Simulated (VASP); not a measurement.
Wanted: the native input for a VASP 6.6.1 run.

```
Task                   : relaxation of cell and atoms
Functional             : PBEsol
Dispersion             : D3
Potentials or basis    : VASP PAW PBE potentials, release 64 (In_d, Pd)
Cutoff                 : 600 eV
k mesh                 : 8 × 8 × 8
Occupations            : fermi-dirac, width 0.05 eV
Spin                   : no spin polarisation
Further INCAR settings : ALGO = Normal; EDIFF = 1e-06; IBRION = 2; EDIFFG = -0.01; NSW = 40; ISIF = 3
```

The structure of InPd lies in POSCAR:

```
InPd
1.0
    3.2718847800      0.0000000000      0.0000000000
    0.0000000000      3.2718847800      0.0000000000
    0.0000000000      0.0000000000      3.2718847800
In Pd
1 1
Direct
    0.0000000000      0.0000000000      0.0000000000
    0.5000000000      0.5000000000      0.5000000000
```

The cell comes from a database or a generator and needn't be the stable form of this composition.

The input as run:

INCAR

```
SYSTEM = InPd
  ALGO = Normal
  EDIFF = 1E-6
  EDIFFG = -0.01
  ENCUT = 600
  GGA = PS
  IBRION = 2
  ISIF = 3
  ISMEAR = -1
  IVDW = 11
  LASPH = .True.
  LCHARG = .False.
  LREAL = .False.
  LWAVE = .False.
  NELM = 80
  NSW = 40
  PREC = Accurate
  SIGMA = 0.05
```

KPOINTS

```
k-points
0
Gamma
  8 8 8
  0 0 0
```

Potentials or basis: VASP PAW PBE potentials, release 64 (In_d, Pd).

Command:

```bash
$ cat potpaw_PBE.64/In_d/POTCAR potpaw_PBE.64/Pd/POTCAR > POTCAR
$ mpirun -np 1 vasp_std > vasp.out
```

Results of the run:

| Quantity | Value |
| --- | --- |
| Relaxed volume | 16.75 Å³/atom |
| Relaxed cell | a = 3.224 Å, b = 3.224 Å, c = 3.224 Å, α = 90.00°, β = 90.00°, γ = 90.00° |
| Space group after relaxing (to 0.05 Å) | Pm-3m (No. 221) |
| Energy gained by relaxing | 14.4 meV/atom |
| Ionic steps | 3 |
| Pressure after relaxing | 0.0 GPa |
| Band gap on the k mesh | none (metal or under the smearing width) |
| Dispersion energy per atom | -0.356 eV |

Caveat: the PAW data sets were made with another functional, which shifts forces and pressure a little; pairwise dispersion overbinds metals, which lowers pressure and volume.

It took 22 s on 1 thread of Intel(R) Xeon(R) 6975P-C (Granite Rapids), with other jobs on the host, peak memory 0.19 GiB.
